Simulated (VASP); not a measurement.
Write the native input for VASP 6.6.1 that does the following.

```yaml
Task: single point
Functional: HSE06
Potentials_or_basis: VASP PAW PBE potentials, release 64 (Al, O)
Cutoff: 450 eV
k_mesh: 4 × 4 × 4
Occupations: fermi-dirac, width 0.05 eV
Spin: no spin polarisation
Grid_for_exact_exchange_PRECFOCK: Fast
Screening_parameter: 0.2 1/A
Further_INCAR_settings: ALGO = Normal; EDIFF = 1e-06; NBANDS = 35
```

Al2O3:

```
Al O
1.0
     2.74819    0.00000    4.33100
    -1.37409    2.38000    4.33100
    -1.37409   -2.38000    4.33100
Al O
4 6
Direct
  0.35220 0.35220 0.35220
  0.14780 0.14780 0.14780
  0.64780 0.64780 0.64780
  0.85220 0.85220 0.85220
  0.55630 0.94370 0.25000
  0.94370 0.25000 0.55630
  0.25000 0.55630 0.94370
  0.44370 0.05630 0.75000
  0.05630 0.75000 0.44370
  0.75000 0.44370 0.05630
```

The cell was built by a generator and needn't be a form met in nature.

The input as run:

POSCAR

```
Al2O3
1.0
    2.7481872800      0.0000000000      4.3310000000
   -1.3740936400      2.3800000000      4.3310000000
   -1.3740936400     -2.3800000000      4.3310000000
Al O
4 6
Direct
    0.3522000000      0.3522000000      0.3522000000
    0.1478000000      0.1478000000      0.1478000000
    0.6478000000      0.6478000000      0.6478000000
    0.8522000000      0.8522000000      0.8522000000
    0.5563000000     -0.0563000000      0.2500000000
   -0.0563000000      0.2500000000      0.5563000000
    0.2500000000      0.5563000000     -0.0563000000
    0.4437000000      1.0563000000      0.7500000000
    1.0563000000      0.7500000000      0.4437000000
    0.7500000000      0.4437000000      1.0563000000
```

INCAR.step1

```
SYSTEM = Al2O3
ALGO     = Normal         ! electronic algorithm
EDIFF    = 1E-5           ! SCF threshold, eV
ENCUT    = 450            ! plane-wave cutoff, eV
GGA      = PE             ! functional
ISIF     = 2              ! what is computed and relaxed
ISMEAR   = -1             ! smearing method
KPAR     = 8            
LASPH    = .True.         ! aspherical terms in the spheres
LCHARG   = .False.        ! write CHGCAR
LREAL    = .False.        ! projectors in reciprocal space
LWAVE    = .True.         ! write WAVECAR
NBANDS   = 35             ! bands
NELM     = 100            ! most SCF steps
PREC     = Accurate       ! precision mode
SIGMA    = 0.05           ! smearing width, eV
```

INCAR.step2

```
SYSTEM = Al2O3
ALGO     = Normal         ! electronic algorithm
EDIFF    = 1E-6           ! SCF threshold, eV
ENCUT    = 450            ! plane-wave cutoff, eV
GGA      = PE             ! functional
HFSCREEN = 0.2            ! screening, 1/A
ISIF     = 2              ! what is computed and relaxed
ISMEAR   = -1             ! smearing method
ISTART   = 1            
KPAR     = 8            
LASPH    = .True.         ! aspherical terms in the spheres
LCHARG   = .False.        ! write CHGCAR
LHFCALC  = .True.         ! exact exchange
LREAL    = .False.        ! projectors in reciprocal space
LWAVE    = .False.        ! write WAVECAR
NBANDS   = 35             ! bands
NELM     = 100            ! most SCF steps
PREC     = Accurate       ! precision mode
PRECFOCK = Fast         
SIGMA    = 0.05           ! smearing width, eV
```

KPOINTS

```
k-points
0
Gamma
  4 4 4
  0 0 0
```

Potentials or basis: VASP PAW PBE potentials, release 64 (Al, O).

The run is started by

```bash
$ cat potpaw_PBE.64/Al/POTCAR potpaw_PBE.64/O/POTCAR > POTCAR
$ cp INCAR.step1 INCAR
$ mpirun -np 8 vasp_std > vasp.out
$ cp INCAR.step2 INCAR
$ mpirun -np 8 vasp_std > vasp.out
```

Results of the run:

The largest force is 0.062 eV/Å and the band gap on the k mesh is 8.09 eV, direct.

Caveat: the PAW data sets were made with another functional, which shifts forces and pressure a little.

Run time: 4.5 min on 8 MPI ranks on Intel(R) Xeon(R) Platinum 8559C (Emerald Rapids) (shared host), peak memory 0.31 GiB a rank.
